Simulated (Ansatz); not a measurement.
# Mg3ZnS4: the cost of one run

Computed with Ansatz 0.2.0 (DFT PBE, scalar-relativistic, plane waves, PAW, unless a step's input says otherwise).

**1. The structure to begin with**

The structure is cubic, space group P-43m (No. 215). The conventional cell has a = 5.430 Å, b = 5.430 Å, c = 5.430 Å, α = 90.00°, β = 90.00°, γ = 90.00°. Mg (site symmetry -42m) has 4 S at 2.35 Å as nearest neighbours. Zn (site symmetry -43m) has 4 S at 2.35 Å as nearest neighbours. S (site symmetry 3m) is surrounded by 1 Zn at 2.35 Å and 3 Mg at 2.35 Å.

Coordinates:

```cif
data_structure
_symmetry_space_group_name_H-M 'P 1'
_symmetry_Int_Tables_number 1
_cell_length_a 5.4298
_cell_length_b 5.4298
_cell_length_c 5.4298
_cell_angle_alpha 90.000
_cell_angle_beta 90.000
_cell_angle_gamma 90.000
_cell_volume 160.09
loop_
_atom_site_label
_atom_site_type_symbol
_atom_site_fract_x
_atom_site_fract_y
_atom_site_fract_z
_atom_site_occupancy
Mg1 Mg 0.50000 0.00000 0.50000 1
Mg2 Mg 0.50000 0.50000 0.00000 1
Mg3 Mg 0.00000 0.50000 0.50000 1
Zn1 Zn 0.00000 0.00000 0.00000 1
S1 S 0.25000 0.75000 0.75000 1
S2 S 0.25000 0.25000 0.25000 1
S3 S 0.75000 0.75000 0.25000 1
S4 S 0.75000 0.25000 0.75000 1
```

The start is an ordering of an alloy on its end members' structure types: elements ordered on the sites of the ZnS type, Zn/Mg on Zn (P-43m, No. 215).

**2. A first look at the guess**

input.yaml reads:

```yaml
crystal:
  lattice:
    - [5.42980315, 0.0, 0.0]
    - [0.0, 5.42980315, 0.0]
    - [0.0, 0.0, 5.42980315]
  atoms:
    - { symbol: Mg, position: [0.5, 0.0, 0.5] }
    - { symbol: Mg, position: [0.5, 0.5, 0.0] }
    - { symbol: Mg, position: [0.0, 0.5, 0.5] }
    - { symbol: Zn, position: [0.0, 0.0, 0.0] }
    - { symbol: S, position: [0.25, 0.75, 0.75] }
    - { symbol: S, position: [0.25, 0.25, 0.25] }
    - { symbol: S, position: [0.75, 0.75, 0.25] }
    - { symbol: S, position: [0.75, 0.25, 0.75] }
basis:
  ecutwfc: 420
kpoints:
  mp_grid: { grid: [4, 4, 4] }
hamiltonian:
  xc: pbe
scf:
  occupations: { method: gaussian, width: 0.1 }
  lower_state_search: "off"
output:
  forces: true
  stress: true
  eigenvalues: true
```

Started as:

```sh
$ ansatz run input.yaml --threads 1 --pin off --max-ram 2560MiB --backend cpu --events-out ev --progress --plain --runs-dir out
```

Q: Estimate wall time and peak memory on 1 thread of Intel Xeon 6975P-C (Granite Rapids), shared host.

About 3.8 s, with a peak of 0.41 GiB.
